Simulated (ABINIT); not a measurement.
Runs of ABINIT 10.8.3 (patched build) on P. It takes space group Cmce (No. 64, orthorhombic). Conventional cell: a = 3.295 Å, b = 10.930 Å, c = 4.544 Å, α = 90.00°, β = 90.00°, γ = 90.00°. Around P (site symmetry m) lie 3 P at 2.20 to 2.25 Å. 

```tsv
task	level	potentials or basis	cell	cutoff (eV)	cell freedom (optcell)	optimiser (ionmov)	cutoff smearing ecutsm (Ha)	force stop (Ha/bohr)	fine-grid cutoff	gap on the mesh (eV)	pressure (GPa)	relaxed volume (Å³/atom)	largest force (eV/Å)
relaxation of cell and atoms	PBE	PseudoDojo NC SR PBE v0.4.1 standard	relaxed	599	2	2	0.5	2e-05	-	0.12	0.0	(b)	-
relaxation of cell and atoms	LDA	PseudoDojo NC SR LDA v0.4.1 standard	relaxed	653	2	2	0.5	2e-05	-	none	0.0	17.04	-
single point	revPBE	PseudoDojo NC SR PBE v0.4.1 standard	as given	599	-	-	-	-	-	(c)	3.0	-	(a)
single point	LDA	PseudoDojo NC SR LDA v0.4.1 standard	as given	490	-	-	-	-	-	none	-2.3	-	0.19
positron lifetime	PBEsol	JTH PAW PBE v2.0	as given	408	-	-	-	-	816.342 eV	none	-0.6	-	0.34
```

Alike in all rows: no spin polarisation; k mesh 6 × 6 × 4; smearing fermi-dirac 0.05 eV.

Task: Fill in the values left out.

Result: (a) 0.32; (b) 21.19; (c) 0.15.

Caveats: the volume moved by over 15 % at a fixed basis, so the end points are rough (some runs); the potentials were made for another functional, which shifts forces and pressure (some runs); the PAW basis is incomplete for the positron (some runs); the PAW data sets were made with another functional, which shifts forces and pressure a little (some runs).

A k mesh can miss the band edges.

A gap of «none» marks a metal or a gap under the smearing width.

Not every run made on this cell is shown here.
